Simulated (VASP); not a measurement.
# CaF2 (Fluorite) (Fm-3m) in VASP: a series of runs

Runs on CaF2 (Fluorite). Level: PBEsol. Tasks: relaxation of the atoms.

Program: VASP 6.6.1. These are calculated values, not measurements. Logs are shortened: lines on timing, memory, paths and dates and some standing lists are left out, and cuts for length are marked.

## Step 1: Starting point

The structure is cubic, space group Fm-3m (No. 225). The conventional cell has a = 5.425 Å, b = 5.425 Å, c = 5.425 Å, α = 90.00°, β = 90.00°, γ = 90.00°. Ca (site symmetry m-3m) has 8 F at 2.35 Å as nearest neighbours. F (site symmetry -43m) is surrounded by 4 Ca at 2.35 Å.

## Step 2: Relaxation of the atoms, PBEsol

INCAR reads:

```
  PREC = Accurate
  ENCUT = 600
  EDIFF = 1E-7
  ISMEAR = 0
  SIGMA = 0.03
  LREAL = False
  LASPH = True
  NELM = 80
  ALGO = Fast
  ISIF = 2
  LWAVE = False
  LCHARG = False
  GGA = PS
  IBRION = 2
  NSW = 40
  EDIFFG = -0.01
```

KPOINTS reads:

```
regular mesh
0
Gamma
  8 8 8
```

POSCAR reads:

```
CaF2                                    
1.0
    0.0000000000      2.7123156406      2.7123156406
    2.7123156406      0.0000000000      2.7123156406
    2.7123156406      2.7123156406      0.0000000000
  Ca              F             
     1     2
Direct
     0.0000000000000000    0.0000000000000000    0.0000000000000000
     0.2500000000000000    0.2500000000000000    0.2500000000000000
     0.7500000000000000    0.7500000000000000    0.7500000000000000
```

Potentials or basis: VASP PAW PBE potentials, release 64 (Ca_sv, F).

Launch:

```sh
> cat potpaw_PBE.64/Ca_sv/POTCAR potpaw_PBE.64/F/POTCAR > POTCAR
> mpirun -np 1 vasp_std > vasp.out
```

OUTCAR:

```text
PREC = Accurate
   ENCUT = 600
   EDIFF = 1E-7
   ISMEAR = 0
   LREAL = False
   LASPH = True
   NELM = 80
   ISIF = 2
   GGA = PS
   IBRION = 2
   NSW = 40
   EDIFFG = -0.01

 ion  position               nearest neighbor table
   1  0.000  0.000  0.000-   3 2.35   3 2.35   3 2.35   2 2.35   3 2.35   2 2.35   2 2.35   2 2.35

   2  0.250  0.250  0.250-   1 2.35   1 2.35   1 2.35   1 2.35
   3  0.750  0.750  0.750-   1 2.35   1 2.35   1 2.35   1 2.35

  LATTYP: Found a face centered cubic cell.
 ALAT       =     5.4246312812

  Lattice vectors:

 A1 = (   0.0000000000,   2.7123156406,   2.7123156406)
 A2 = (   2.7123156406,   0.0000000000,   2.7123156406)
 A3 = (   2.7123156406,   2.7123156406,   0.0000000000)

Analysis of symmetry for initial positions (statically):
=====================================================================
 Subroutine PRICEL returns:
 Original cell was already a primitive cell.

 Routine SETGRP: Setting up the symmetry group for a
 face centered cubic supercell.

 Subroutine GETGRP returns: Found 48 space group operations
 (whereof 48 operations were pure point group operations)
 out of a pool of 48 trial point group operations.

The static configuration has the point symmetry O_h .

Analysis of symmetry for dynamics (positions and initial velocities):
=====================================================================
 Subroutine PRICEL returns:
 Original cell was already a primitive cell.

 Routine SETGRP: Setting up the symmetry group for a
 face centered cubic supercell.

 Subroutine GETGRP returns: Found 48 space group operations
 (whereof 48 operations were pure point group operations)
 out of a pool of 48 trial point group operations.

The dynamic configuration has the point symmetry O_h .

 Subroutine INISYM returns: Found 48 space group operations
 (whereof 48 operations are pure point group operations),
 and found     1 'primitive' translations

----------------------------------------------------------------------------------------

                                     Primitive cell

  volume of cell :      39.9071

  direct lattice vectors                    reciprocal lattice vectors
     0.000000000  2.712315641  2.712315641    -0.184344326  0.184344326  0.184344326
     2.712315641  0.000000000  2.712315641     0.184344326 -0.184344326  0.184344326
     2.712315641  2.712315641  0.000000000     0.184344326  0.184344326 -0.184344326

  length of vectors
     3.835793564  3.835793564  3.835793564     0.319293740  0.319293740  0.319293740

  position of ions in fractional coordinates (direct lattice)
     0.000000000  0.000000000  0.000000000
     0.250000000  0.250000000  0.250000000
     0.750000000  0.750000000  0.750000000

  ion indices of the primitive-cell ions
   primitive index   ion index
                 1           1
                 2           2
                 3           3

----------------------------------------------------------------------------------------

 KPOINTS: regular mesh

Automatic generation of k-mesh.
 Grid dimensions read from file:
 generate k-points for:    8    8    8

 Generating k-lattice:

  Cartesian coordinates                     Fractional coordinates (reciprocal lattice)
    -0.023043041  0.023043041  0.023043041     0.125000000  0.000000000  0.000000000
     0.023043041 -0.023043041  0.023043041     0.000000000  0.125000000  0.000000000
     0.023043041  0.023043041 -0.023043041     0.000000000  0.000000000  0.125000000

  Length of vectors
     0.039911717  0.039911717  0.039911717

  Shift w.r.t. Gamma in fractional coordinates (k-lattice)
     0.000000000  0.000000000  0.000000000

 Subroutine IBZKPT returns following result:
 ===========================================

 Found     29 irreducible k-points:

 Following reciprocal coordinates:
            Coordinates               Weight
  0.000000  0.000000  0.000000      1.000000
  0.125000  0.000000  0.000000      8.000000
  0.250000  0.000000  0.000000      8.000000
  0.375000  0.000000  0.000000      8.000000
  0.500000  0.000000  0.000000      4.000000
  0.125000  0.125000  0.000000      6.000000
[... 16 lines left out ...]
  0.500000  0.250000  0.125000     48.000000
 -0.375000  0.250000  0.125000     24.000000
 [... further k-points ...]
   k-points           NKPTS =     29   k-points in BZ     NKDIM =     29   number of bands    NBANDS=     16
   number of dos      NEDOS =    301   number of ions     NIONS =      3
   total plane-waves  NPLWV =  32768
   dimension x,y,z NGX =    32 NGY =   32 NGZ =   32
   dimension x,y,z NGXF=    64 NGYF=   64 NGZF=   64
   ions per type =               1   2
   NGX,Y,Z   is equivalent  to a cutoff of  13.87, 13.87, 13.87 a.u.
   NGXF,Y,Z  is equivalent  to a cutoff of  27.74, 27.74, 27.74 a.u.
 SYSTEM =  unknown system
   PREC   = accura    normal or accurate (medium, high low for compatibility)
   ISTART =      0    job   : 0-new  1-cont  2-samecut
   ICHARG =      2    charge: 1-file 2-atom 10-const
   ISPIN  =      1    spin polarized calculation?
   LNONCOLLINEAR =      F non collinear calculations
   LSORBIT =      F    spin-orbit coupling
   LASPH  =      T    aspherical Exc in radial PAW
   ENCUT  =  600.0 eV  44.10 Ry    6.64 a.u.   7.66  7.66  7.66*2*pi/ulx,y,z
   NELM   =     80;   NELMIN=  2; NELMDL= -5     # of ELM steps
   EDIFF  = 0.1E-06   stopping-criterion for ELM
   LREAL  =      F    real-space projection
   EDIFFG = -.1E-01   stopping-criterion for IOM
   NSW    =     40    number of steps for IOM
   IBRION =      2    ionic relax: 0-MD 1-quasi-New 2-CG
   NFREE  =      1    steps in history (QN), initial steepest desc. (CG)
   ISIF   =      2    stress and relaxation
   ISYM   =      2    0-nonsym 1-usesym 2-fastsym
   POTIM  = 0.5000    time-step for ionic-motion
   TEBEG  =    0.0;   TEEND  =   0.0 temperature during run
   PSTRESS=    0.0 pullay stress
   NELECT =      24.0000    total number of electrons
   NUPDOWN=      -1.0000    fix difference up-down
   EMIN   =  10.00;   EMAX   =-10.00  energy-range for DOS
   EFERMI =   0.00;   METHOD = LEGACY
   ISMEAR =     0;   SIGMA  =   0.03  broadening in eV -4-tet -1-fermi 0-gaus
   EFERMI_NEDOS =   21; number of points for ismear=-14 and -15
   IALGO  =     68    algorithm
   IMIX   =      4    mixing-type and parameters
     AMIX     =   0.40;   BMIX     =  1.00
     AMIX_MAG =   1.60;   BMIX_MAG =  1.00
  volume/ion in A,a.u.               =      13.30        89.77
  Fermi-wavevector in a.u.,A,eV,Ry     =   1.381852  2.611323 25.980546  1.909516
  Thomas-Fermi vector in A             =   2.506598
   LORBIT       =      0    0 simple, 1 ext, 2 COOP (PROOUT), +10 PAW based schemes
   GGA     = PS    functional components
   LHFCALC =     F    Hartree Fock is set to
   AEXX    =    0.0000 exact exchange contribution
   IVDW    =     0    specifies the selected vdW correction
   LEPSILON=     F    determine dielectric tensor
   LRPA    =     F    only Hartree local field effects (RPA)
 conjugate gradient relaxation of ions
 non-spin polarized calculation
 RMM-DIIS sequential band-by-band and
 Gauss-broadening in eV      SIGMA  =   0.03
  energy-cutoff  :      600.00
  volume of cell :       39.91
 maximum number of plane-waves:      1363
   NGX = 15   NGY = 15   NGZ = 15

 number of electron      23.9999987 magnetization

 Free energy of the ion-electron system (eV)
  ---------------------------------------------------
  ext. energy  EPLUGINS =         0.00000000
  ---------------------------------------------------
  free energy    TOTEN  =       -17.90472470 eV

  energy without entropy =      -17.90472470  energy(sigma->0) =      -17.90472470

 E-fermi :  -0.8322     XC(G=0): -10.0042

 val. band max:       -0.9745122791   @ k =   0.5000   0.5000   0.0000
 cond. band min:       6.2403075446   @ k =   0.0000   0.0000   0.0000
 fundamental gap:      7.2148198237
 Fermi energy:        -0.8322397620

 k-point     1 :       0.0000    0.0000    0.0000
  band No.  band energies     occupation
      1     -36.6874      2.00000
      2     -20.8488      2.00000
      3     -20.0266      2.00000
      4     -17.7120      2.00000
      5     -17.7120      2.00000
      6     -17.7120      2.00000
[... 8 lines left out ...]
     15       8.2244      0.00000
     16      10.4130      0.00000

 k-point     2 :       0.1250    0.0000    0.0000
  band No.  band energies     occupation
      1     -36.6816      2.00000
      2     -20.8913      2.00000
      3     -20.0691      2.00000
      4     -17.7190      2.00000
      5     -17.7190      2.00000
      6     -17.6394      2.00000
[... 8 lines left out ...]
     15       8.2605      0.00000
     16      10.2565      0.00000

 k-point     3 :       0.2500    0.0000    0.0000
  band No.  band energies     occupation
      1     -36.6678      2.00000
      2     -20.9635      2.00000
      3     -20.2065      2.00000
      4     -17.7359      2.00000
      5     -17.7359      2.00000
      6     -17.4559      2.00000
[... 8 lines left out ...]
     15       8.3458      0.00000
     16      10.0027      0.00000

 k-point     4 :       0.3750    0.0000    0.0000
  band No.  band energies     occupation
      1     -36.6539      2.00000
      2     -20.9912      2.00000
      3     -20.3894      2.00000
      4     -17.7527      2.00000
      5     -17.7527      2.00000
      6     -17.2653      2.00000
[... 8 lines left out ...]
     15       8.4278      0.00000
     16       9.8714      0.00000

 k-point     5 :       0.5000    0.0000    0.0000
  band No.  band energies     occupation
      1     -36.6481      2.00000
      2     -20.9843      2.00000
      3     -20.4830      2.00000
      4     -17.7596      2.00000
      5     -17.7596      2.00000
      6     -17.1852      2.00000
[... 8 lines left out ...]
     15       8.8689      0.00000
     16       9.6627      0.00000

 k-point     6 :       0.1250    0.1250    0.0000
  band No.  band energies     occupation
      1     -36.6797      2.00000
      2     -20.9090      2.00000
      3     -20.0763      2.00000
      4     -17.7295      2.00000
      5     -17.7295      2.00000
      6     -17.6021      2.00000
[... 8 lines left out ...]
     15       8.3516      0.00000
     16      10.2257      0.00000
[... 267 lines left out ...]
 k-point    21 :       0.5000    0.5000    0.0000
  band No.  band energies     occupation
      1     -36.6351      2.00000
      2     -21.2033      2.00000
      3     -20.3533      2.00000
      4     -17.8310      2.00000
      5     -17.8310      2.00000
      6     -16.9958      2.00000
[... 8 lines left out ...]
     15       9.2097      0.00000
     16      10.0238      0.00000

 k-point    22 :       0.3750    0.2500    0.1250
  band No.  band energies     occupation
      1     -36.6574      2.00000
      2     -21.0141      2.00000
      3     -20.3048      2.00000
      4     -17.7609      2.00000
      5     -17.6932      2.00000
      6     -17.3656      2.00000
[... 8 lines left out ...]
     15       8.7415      0.00000
     16       9.5947      0.00000

 k-point    23 :       0.5000    0.2500    0.1250
  band No.  band energies     occupation
      1     -36.6462      2.00000
      2     -20.9817      2.00000
      3     -20.5214      2.00000
      4     -17.7798      2.00000
      5     -17.5964      2.00000
      6     -17.2987      2.00000
[... 8 lines left out ...]
     15       9.0422      0.00000
     16       9.4172      0.00000

 k-point    24 :      -0.3750    0.2500    0.1250
  band No.  band energies     occupation
      1     -36.6416      2.00000
      2     -20.9119      2.00000
      3     -20.6697      2.00000
      4     -17.7883      2.00000
      5     -17.5467      2.00000
      6     -17.2766      2.00000
[... 8 lines left out ...]
     15       8.9713      0.00000
     16       9.4283      0.00000

 [... further k-points ...]

------------------------ aborting loop because EDIFF is reached ----------------------------------------

  FORCE on cell =-STRESS in cart. coord.  units (eV):
  Direction    XX          YY          ZZ          XY          YZ          ZX
  --------------------------------------------------------------------------------------
  -------------------------------------------------------------------------------------
  Total        0.0067752      0.0067752      0.0067752      0.0000000      0.0000000      0.0000000
  in kB        0.2720075      0.2720075      0.2720075      0.0000000      0.0000000      0.0000000
  external PRESSURE =       0.2720075 kB  Pullay stress =       0.0000000 kB

 VOLUME and BASIS-vectors are now :
 -----------------------------------------------------------------------------
  energy-cutoff  :      600.00
  volume of cell :       39.91
      direct lattice vectors                 reciprocal lattice vectors
     0.000000000  2.712315641  2.712315641    -0.184344326  0.184344326  0.184344326
     2.712315641  0.000000000  2.712315641     0.184344326 -0.184344326  0.184344326
     2.712315641  2.712315641  0.000000000     0.184344326  0.184344326 -0.184344326

 POSITION                                       TOTAL-FORCE (eV/Angst)
 -----------------------------------------------------------------------------------
      0.00000      0.00000      0.00000         0.000000     -0.000000      0.000000
      1.35616      1.35616      1.35616         0.000000     -0.000000     -0.000000
      4.06847      4.06847      4.06847        -0.000000      0.000000      0.000000
 -----------------------------------------------------------------------------------
    total drift:                                0.000000     -0.000000      0.000000

  FREE ENERGIE OF THE ION-ELECTRON SYSTEM (eV)
  ---------------------------------------------------
  free  energy   TOTEN  =       -17.9047247024 eV

  energy  without entropy=      -17.9047247024  energy(sigma->0) =      -17.90472470

 reached required accuracy - stopping structural energy minimisation
```

It took 19 s on 1 thread of Intel Xeon 6975P-C (Granite Rapids), shared host; peak memory 0.18 GiB.

What came out:

```
Free energy             : -17.9047 eV
Pressure after relaxing : 0.0 GPa
Band gap on the k mesh  : 7.21 eV, indirect (least direct gap 7.48 eV)
```

Final structure:
```
Ca F
1.0
     0.00000    2.71232    2.71232
     2.71232    0.00000    2.71232
     2.71232    2.71232    0.00000
Ca F
1 2
Direct
  0.00000 0.00000 0.00000
  0.25000 0.25000 0.25000
  0.75000 0.75000 0.75000
```

Caveat: the relaxation stopped at its first step, so nothing moved; the PAW data sets were made with another functional, which shifts forces and pressure a little. Expect the measured gap to be larger: semilocal functionals such as PBEsol lack the derivative discontinuity.

(Part 1 of 2 ends here.)
